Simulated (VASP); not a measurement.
Write the native input for VASP 6.6.1 that does the following.

- Task: relaxation of cell and atoms
- Functional: PBE
- Dispersion: D3(BJ)
- Potentials or basis: VASP PAW PBE potentials, release 64 (Te, Mo_sv)
- Cutoff: 600 eV
- k mesh: 12 × 12 × 1
- Occupations: gaussian, width 0.03 eV
- Spin: no spin polarisation
- Further INCAR settings: ALGO = Normal; EDIFF = 1e-07; IBRION = 2; EDIFFG = -0.005; NSW = 90; ISIF = 3

The structure of Te2Mo lies in POSCAR:

```
Te2Mo                                   
1.0
    3.5025290816      0.0000000000      0.0000000000
   -1.7512645408      3.0332791665      0.0000000000
    0.0000000000      0.0000000000     21.6051888000
  Te              Mo            
     2     1
Direct
     0.3333333300000021    0.6666666699999979    0.4158430858641126
     0.3333333300000021    0.6666666699999979    0.5841569141358872
     0.6666666699999979    0.3333333300000021    0.5000000000000000
```

These files were run (other wordings do the same):

INCAR

```
SYSTEM = Te2Mo
  PREC = Accurate
  ENCUT = 600
  EDIFF = 1E-7
  ISMEAR = 0
  SIGMA = 0.03
  LREAL = .FALSE.
  LASPH = .TRUE.
  NELM = 80
  ALGO = Normal
  ISIF = 3
  LWAVE = .FALSE.
  LCHARG = .FALSE.
  GGA = PE
  IVDW = 12
  IBRION = 2
  NSW = 90
  EDIFFG = -0.005
  LATTICE_CONSTRAINTS = .TRUE. .TRUE. .FALSE.
  KPAR = 4
```

KPOINTS

```
Automatic mesh
0
G
  12 12 1
  0 0 0
```

Potentials or basis: VASP PAW PBE potentials, release 64 (Te, Mo_sv).

The run is started by

```sh
$ cat potpaw_PBE.64/Te/POTCAR potpaw_PBE.64/Mo_sv/POTCAR > POTCAR
$ mpirun -np 4 vasp_std > vasp.out
```

Results of the run:

```yaml
Band_gap_on_the_k_mesh: 1.19 eV, direct
Dispersion_energy_per_atom: -0.401 eV
```

Caveat: the relaxation stopped at its first step, so nothing moved; spin-orbit coupling is left out, which moves the levels of the heavy elements.

It took 54 s on 4 MPI ranks on Intel(R) Xeon(R) Platinum 8259CL CPU @ 2.50GHz (Skylake/Cascade Lake) (shared host), peak memory 0.43 GiB a rank.
